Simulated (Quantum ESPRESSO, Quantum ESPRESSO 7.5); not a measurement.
# InP/In(1-x)Ga(x)P (110) interfaces, on the lattice of InP: a series in the share x of Ga

Wanted: a table for InP/In(1-x)Ga(x)P (110) interfaces, on the lattice of InP against the share x of Ga, and what can be fitted to it.

Calculated with Quantum ESPRESSO 7.5; plane-wave DFT, LDA, GBRV ultrasoft pseudopotentials.

## Step 1: Starting point

Symmetry: F-43m, No. 216, cubic system. The conventional cell has a = 5.853 Å, b = 5.853 Å, c = 5.853 Å, α = 90.00°, β = 90.00°, γ = 90.00°. In has 4 P at 2.53 Å nearest. Nearest to P lie 4 In at 2.53 Å. Farther neighbours are not listed.

Set-up: Each bulk cell keeps the common in-plane lattice and relaxes along the normal and in its atoms; the superlattice is stacked from these relaxed cells and held, so that both halves are the crystals whose edges are computed. Edges are hung on the mean electrostatic potential over one period in the middle of each half. Fermi-Dirac smearing of 0.002 Ry; edges are taken by band count, which loses its meaning where this level closes a crystal's gap. The alloys are ordered cells with 4 sites.

## Step 2: Relaxing cell and ions of the reference

The bulk crystal is relaxed in cell and atoms; the members are built on its lattice constants.

The input, ref.vc.in:

```
&control
  prefix = 'ref.vc'
  outdir = './out'
  pseudo_dir = './pseudo'
  nstep = 40
  forc_conv_thr = 0.001
  calculation = 'vc-relax'
/
&system
  ibrav = 0
  nat = 8
  ntyp = 2
  ecutwfc = 48
  ecutrho = 240
  occupations = 'smearing'
  smearing = 'fd'
  degauss = 0.002
/
&electrons
  conv_thr = 1e-09
  mixing_beta = 0.4
  electron_maxstep = 120
/
&ions
/
&cell
  press_conv_thr = 0.3
/
ATOMIC_SPECIES
  In  114.8180  in_lda_v1.4.uspp.F.UPF
  P   30.9738  p_lda_v1.5.uspp.F.UPF
CELL_PARAMETERS angstrom
  5.85272000000000 0.00000000000000 0.00000000000000
  0.00000000000000 4.13849800038613 0.00000000000000
  0.00000000000000 0.00000000000000 8.27699600077226
ATOMIC_POSITIONS crystal
  In  0.000000000000 0.000000000000 0.000000000000
  P   0.250000000000 0.500000000000 0.000000000000
  In  0.500000000000 0.500000000000 0.250000000000
  P   0.750000000000 0.000000000000 0.250000000000
  In  0.000000000000 0.000000000000 0.500000000000
  P   0.250000000000 0.500000000000 0.500000000000
  In  0.500000000000 0.500000000000 0.750000000000
  P   0.750000000000 0.000000000000 0.750000000000
K_POINTS automatic
  6 8 4 0 0 0
```

Launch:

```sh
$ OMP_NUM_THREADS=1 mpirun -n 4 pw.x -nk 4 -in ref.vc.in > ref.vc.out
```

Log:

```text
Program PWSCF v.7.5 starts
[citation notice left out]

     Parallel version (MPI & OpenMP), running on       4 processor cores
     Number of MPI processes:                 4
     Threads/MPI process:                     1

     MPI processes distributed on     1 nodes
[...]
Current dimensions of program PWSCF are:
     Max number of different atomic species (ntypx) = 10
     Max number of k-points (npk) =  40000
     Max angular momentum in pseudopotentials (lmaxx) =  4
     Found identity + ( -0.5000 -0.5000  0.2500) symmetry
     This is a supercell, fractional translations are disabled
     Message from routine setup:
     using ibrav=0 with symmetry is DISCOURAGED, use correct ibrav instead

     K-points division:     npool     =       4
     Subspace diagonalization in iterative solution of the eigenvalue problem:
     a serial algorithm will be used

     G-vector sticks info
     --------------------
     sticks:   dense  smooth     PW     G-vecs:    dense   smooth      PW
     Sum        1657    1331    389                84921    60759    9505

     Using Slab Decomposition

     bravais-lattice index     =            0
     lattice parameter (alat)  =      11.0600  a.u.
     unit-cell volume          =    1352.9129 (a.u.)^3
     number of atoms/cell      =            8
     number of atomic types    =            2
     number of electrons       =        72.00
     number of Kohn-Sham states=           43
     kinetic-energy cutoff     =      48.0000  Ry
     charge density cutoff     =     240.0000  Ry
     scf convergence threshold =      1.0E-09
     mixing beta               =       0.4000
     number of iterations used =            8  plain     mixing
     energy convergence thresh.=      1.0E-04
     force convergence thresh. =      1.0E-03
     press convergence thresh. =      3.0E-01
     Exchange-correlation=  SLA  PZ   NOGX NOGC
                           (   1   1   0   0   0   0   0)
     nstep                     =           40

     celldm(1)=  11.060038  celldm(2)=   0.000000  celldm(3)=   0.000000
     celldm(4)=   0.000000  celldm(5)=   0.000000  celldm(6)=   0.000000

     crystal axes: (cart. coord. in units of alat)
               a(1) = (   1.000000   0.000000   0.000000 )
               a(2) = (   0.000000   0.707107   0.000000 )
               a(3) = (   0.000000   0.000000   1.414214 )

     reciprocal axes: (cart. coord. in units 2 pi/alat)
               b(1) = (  1.000000  0.000000  0.000000 )
               b(2) = (  0.000000  1.414214  0.000000 )
               b(3) = (  0.000000  0.000000  0.707107 )

     PseudoPot. # 1 for In read from file:
     ./pseudo/in_lda_v1.4.uspp.F.UPF
     Pseudo is Ultrasoft + core correction, Zval = 13.0
     Generated by new atomic code, or converted to UPF format
     Using radial grid of  889 points,  6 beta functions with:
                l(1) =   0
                l(2) =   0
                l(3) =   1
                l(4) =   1
                l(5) =   2
                l(6) =   2
     Q(r) pseudized with  6 coefficients,  rinner =    1.400   1.400   1.400
                                                       1.400   1.400

     PseudoPot. # 2 for P  read from file:
     ./pseudo/p_lda_v1.5.uspp.F.UPF
     Pseudo is Ultrasoft + core correction, Zval =  5.0
     Generated by new atomic code, or converted to UPF format
     Using radial grid of  903 points,  6 beta functions with:
                l(1) =   0
                l(2) =   0
                l(3) =   1
                l(4) =   1
                l(5) =   2
                l(6) =   2
     Q(r) pseudized with  8 coefficients,  rinner =    1.300   1.300   1.300
                                                       1.300   1.300

     atomic species   valence    mass     pseudopotential
     In               13.00   114.81800     In( 1.00)
     P                 5.00    30.97380     P ( 1.00)

      4 Sym. Ops. (no inversion) found

   Cartesian axes

     site n.     atom                  positions (alat units)
         1        In     tau(   1) = (   0.0000000   0.0000000   0.0000000  )
         2        P      tau(   2) = (   0.2500000   0.3535534   0.0000000  )
         3        In     tau(   3) = (   0.5000000   0.3535534   0.3535534  )
         4        P      tau(   4) = (   0.7500000   0.0000000   0.3535534  )
         5        In     tau(   5) = (   0.0000000   0.0000000   0.7071068  )
         6        P      tau(   6) = (   0.2500000   0.3535534   0.7071068  )
         7        In     tau(   7) = (   0.5000000   0.3535534   1.0606602  )
         8        P      tau(   8) = (   0.7500000   0.0000000   1.0606602  )

     number of k points=    60  Fermi-Dirac smearing, width (Ry)=  0.0020
                       cart. coord. in units 2pi/alat
        k(    1) = (   0.0000000   0.0000000   0.0000000), wk =   0.0104167
        k(    2) = (   0.0000000   0.0000000   0.1767767), wk =   0.0208333
        k(    3) = (   0.0000000   0.0000000  -0.3535534), wk =   0.0104167
        k(    4) = (   0.0000000   0.1767767   0.0000000), wk =   0.0208333
        k(    5) = (   0.0000000   0.1767767   0.1767767), wk =   0.0416667
        k(    6) = (   0.0000000   0.1767767  -0.3535534), wk =   0.0208333
        k(    7) = (   0.0000000   0.3535534   0.0000000), wk =   0.0208333
        k(    8) = (   0.0000000   0.3535534   0.1767767), wk =   0.0416667
        k(    9) = (   0.0000000   0.3535534  -0.3535534), wk =   0.0208333
        k(   10) = (   0.0000000   0.5303301   0.0000000), wk =   0.0208333
[...]
k(   60) = (  -0.5000000  -0.7071068  -0.3535534), wk =   0.0104167

     Dense  grid:    84921 G-vectors     FFT dimensions: (  60,  40,  80)

     Smooth grid:    60759 G-vectors     FFT dimensions: (  50,  36,  72)

     Estimated max dynamical RAM per process >     217.94 MB

     Estimated total dynamical RAM >     809.54 MB

     Initial potential from superposition of free atoms

     starting charge      65.9994, renormalised to      72.0000
     Starting wfcs are   52 randomized atomic wfcs

     total cpu time spent up to now is        4.8 secs

     per-process dynamical memory:   146.4 Mb

     Self-consistent Calculation

     iteration #  1     ecut=    48.00 Ry     beta= 0.40
     Davidson diagonalization with overlap
     ethr =  1.00E-02,  avg # of iterations =  3.0

     total cpu time spent up to now is       17.1 secs

     total energy              =    -592.30574207 Ry
     estimated scf accuracy    <      10.12040043 Ry

     iteration #  2     ecut=    48.00 Ry     beta= 0.40
[...]
P                0.7499999976        0.0000000000        0.7499999832

[...]
NEW-OLD atomic charge density approx. for the potential
     New effective cutoffs (rho, wfc):  242.49   48.51

     total cpu time spent up to now is      224.9 secs

     per-process dynamical memory:   165.9 Mb

     Self-consistent Calculation

     iteration #  1     ecut=    48.00 Ry     beta= 0.40
     Davidson diagonalization with overlap
     ethr =  1.00E-06,  avg # of iterations =  3.0

     Threshold (ethr) on eigenvalues was too large:
     Diagonalizing with lowered threshold

     Davidson diagonalization with overlap
     ethr =  8.26E-08,  avg # of iterations =  2.0

     total cpu time spent up to now is      247.0 secs

     total energy              =    -594.82904525 Ry
     estimated scf accuracy    <       0.00005581 Ry

[...]
iteration #  8     ecut=    48.00 Ry     beta= 0.40
[...]
End of self-consistent calculation

[...]
the Fermi energy is     7.2877 ev

!    total energy              =    -594.82905619 Ry
     estimated scf accuracy    <          2.0E-12 Ry
     smearing contrib. (-TS)   =      -0.00000003 Ry
     internal energy E=F+TS    =    -594.82905616 Ry

     The total energy is F=E-TS. E is the sum of the following terms:
     one-electron contribution =    -219.65800651 Ry
     hartree contribution      =     158.73754964 Ry
     xc contribution           =    -172.65056733 Ry
     ewald contribution        =    -361.25803196 Ry

     convergence has been achieved in   8 iterations

     Forces acting on atoms (cartesian axes, Ry/au):

     atom    1 type  1   force =    -0.00000022    0.00000000    0.00000000
     atom    2 type  2   force =     0.00000100    0.00000000    0.00000000
     atom    3 type  1   force =    -0.00000006    0.00000000   -0.00000204
     atom    4 type  2   force =     0.00000003    0.00000000   -0.00000012
     atom    5 type  1   force =     0.00000017    0.00000000    0.00000000
     atom    6 type  2   force =    -0.00000090    0.00000000    0.00000000
     atom    7 type  1   force =    -0.00000006    0.00000000    0.00000204
     atom    8 type  2   force =     0.00000003    0.00000000    0.00000012

     Total force =     0.000003     Total SCF correction =     0.000000
     SCF correction compared to forces is large: reduce conv_thr to get better values

     Computing stress (Cartesian axis) and pressure

          total   stress  (Ry/bohr**3)                   (kbar)     P=       -1.02
  -0.00000765   0.00000000   0.00000000           -1.12        0.00        0.00
   0.00000000  -0.00000654   0.00000000            0.00       -0.96        0.00
   0.00000000   0.00000000  -0.00000654            0.00        0.00       -0.96

     Energy error            =      3.7E-04 Ry
     Gradient error          =      2.0E-06 Ry/Bohr
     Cell gradient error     =      1.1E+00 kbar

     number of scf cycles    =   3
     number of bfgs steps    =   2

     enthalpy           old  =    -594.8286862614 Ry
     enthalpy           new  =    -594.8290561886 Ry

     CASE: enthalpy          _new < enthalpy          _old

     new trust radius        =       0.0035714216 bohr
     new conv_thr            =            1.0E-11 Ry

     new unit-cell volume =   1330.17455 a.u.^3 (   197.11153 Ang^3 )
     density =      4.91281 g/cm^3

CELL_PARAMETERS (angstrom)
   5.819143427   0.000000000   0.000000000
   0.000000000   4.115394603   0.000000000
   0.000000000   0.000000000   8.230789358

ATOMIC_POSITIONS (crystal)
In               0.0000002188        0.0000000000        0.0000000000
P                0.2500001975        0.5000000000        0.0000000000
In               0.4999999935        0.5000000000        0.2500005288
P                0.7500000013        0.0000000000        0.2500000127
In              -0.0000002051        0.0000000000        0.5000000000
P                0.2499997994        0.5000000000        0.5000000000
In               0.4999999935        0.5000000000        0.7499994712
P                0.7500000013        0.0000000000        0.7499999873

[...]
NEW-OLD atomic charge density approx. for the potential
     New effective cutoffs (rho, wfc):  242.73   48.55

     total cpu time spent up to now is      323.1 secs

     per-process dynamical memory:   165.9 Mb

     Self-consistent Calculation

     iteration #  1     ecut=    48.00 Ry     beta= 0.40
     Davidson diagonalization with overlap
     ethr =  1.00E-06,  avg # of iterations =  2.0

     Threshold (ethr) on eigenvalues was too large:
     Diagonalizing with lowered threshold

     Davidson diagonalization with overlap
     ethr =  1.73E-09,  avg # of iterations =  2.6

     total cpu time spent up to now is      343.7 secs

     total energy              =    -594.82905885 Ry
     estimated scf accuracy    <       0.00000124 Ry

[...]
iteration #  7     ecut=    48.00 Ry     beta= 0.40
[...]
End of self-consistent calculation

          k = 0.0000 0.0000 0.0000 (  7615 PWs)   bands (ev):

    -7.4013  -7.3245  -7.3245  -7.1997  -7.1997  -7.1996  -7.1501  -7.1501
    -7.1411  -7.1411  -7.0921  -7.0848  -7.0848  -7.0355  -7.0355  -7.0339
    -7.0337  -7.0288  -7.0288  -6.9949  -4.7152  -3.0323  -3.0323  -2.1843
     1.0261   2.0712   2.0712   4.0241   4.0241   4.5625   4.5625   5.9176
     5.9176   7.0069   7.0069   7.0073   7.5781   8.5722   9.1196   9.8969
     9.8969  10.9468  10.9470

          k = 0.0000 0.0000 0.1778 (  7598 PWs)   bands (ev):

    -7.3924  -7.3484  -7.2929  -7.2153  -7.1951  -7.1918  -7.1631  -7.1597
    -7.1391  -7.1192  -7.0994  -7.0891  -7.0809  -7.0436  -7.0396  -7.0352
    -7.0324  -7.0251  -7.0250  -6.9997  -4.5898  -3.6782  -2.4703  -2.1643
     1.0653   1.4401   3.0798   3.5025   4.1098   4.6658   4.8751   5.4040
     5.8096   6.3989   6.6795   6.9483   8.4861   8.8635   9.6034   9.7424
     9.7450  10.8872  11.0595

          k = 0.0000 0.0000-0.3555 (  7594 PWs)   bands (ev):

    -7.3714  -7.3714  -7.2525  -7.2525  -7.1821  -7.1821  -7.1748  -7.1748
    -7.1203  -7.1203  -7.1010  -7.1010  -7.0644  -7.0644  -7.0385  -7.0385
    -7.0285  -7.0285  -7.0115  -7.0115  -4.2288  -4.2288  -2.1925  -2.1925
     1.1727   1.1727   3.5261   3.5261   4.3660   4.3660   4.9611   4.9611
     5.8534   5.8534   6.7536   6.7536   9.1987   9.1987   9.2346   9.2346
    11.0215  11.0215  11.3017

          k = 0.0000 0.1778 0.0000 (  7615 PWs)   bands (ev):

    -7.3924  -7.3362  -7.3362  -7.2153  -7.1951  -7.1918  -7.1463  -7.1463
    -7.1268  -7.1268  -7.0994  -7.0891  -7.0809  -7.0500  -7.0500  -7.0352
    -7.0324  -7.0177  -7.0177  -6.9997  -4.5898  -2.9374  -2.9374  -2.1643
     1.0653   2.0086   2.0086   4.0972   4.0972   4.1098   4.6658   5.4386
     5.4386   5.8096   6.6795   6.9483   8.4861   8.8635   9.7450  10.4688
    10.4688  10.8872  11.0308

          k = 0.0000 0.1778 0.1778 (  7580 PWs)   bands (ev):

    -7.3847  -7.3525  -7.3103  -7.2362  -7.1836  -7.1835  -7.1532  -7.1461
    -7.1412  -7.1091  -7.1082  -7.0942  -7.0725  -7.0512  -7.0496  -7.0406
    -7.0281  -7.0212  -7.0172  -7.0041  -4.4667  -3.5697  -2.3983  -2.1391
     1.0969   1.4101   2.9850   3.5954   4.2111   4.2147   4.9065   4.9443
     5.3941   5.8727   6.4543   6.4548   9.1132   9.5312   9.9872  10.1297
    10.2777  10.3710  10.3726

          k = 0.0000 0.1778-0.3555 (  7614 PWs)   bands (ev):

    -7.3681  -7.3681  -7.2736  -7.2736  -7.1676  -7.1676  -7.1651  -7.1651
    -7.1283  -7.1283  -7.0974  -7.0974  -7.0608  -7.0608  -7.0474  -7.0474
    -7.0223  -7.0223  -7.0142  -7.0142  -4.1115  -4.1115  -2.1491  -2.1491
     1.1795   1.1795   3.6272   3.6272   4.2088   4.2088   4.5070   4.5070
     5.7924   5.7924   6.1668   6.1668   9.7341   9.7341  10.0020  10.0020
    10.0470  10.0470  11.3395

[...]
-7.3907  -7.3907  -7.3484  -7.2929  -7.1631  -7.159
[key lines of the parts left out:]
total energy              =    -594.82905910 Ry
```

Wall time 11 min (4 MPI ranks of Arm Neoverse V1, shared host); peak memory 1 GiB; 42 min of CPU time.

Step by step:

```tsv
step	energy less that of the first step (eV)	largest force (eV/Å)	volume (Å³)
1	0.0000	0.0001	200.48
2	-0.0077	0.0001	199.24
3	-0.0127	0.0001	197.39
4	-0.0128	0.0000	197.11
5	-0.0081	0.0000	197.11
```

```tsv
cell as run	before	after	change
a (Å)	5.853	5.819	-0.6 %
b (Å)	4.138	4.115	-0.6 %
c (Å)	8.277	8.231	-0.6 %
volume (Å³/atom)	25.06	24.64	-1.7 %
```

 The last row is no step: it is a fresh SCF in the final cell with a new plane-wave basis, +5 meV from the row before.

Read from the output:

```
free energy  : -8093.0570 eV
Fermi energy : 7.309 eV
```

(Part 1 of 9 ends here.)

[Logs are printed without paths, hosts, clocks, repeated set-up lines and the standing remarks that a program may print on its own settings, such as how far it seeks lower states.]

[Hosts, paths, dates, database ids (printed as entryN), source tags and the programs' standing remarks are cut or masked in the printed files.]

[Maps of the electrostatic potential energy from Ansatz leave out the sawtooth potential of an applied field or a dipole correction, so their vacuum need not be flat; planar profiles and work functions include it.]
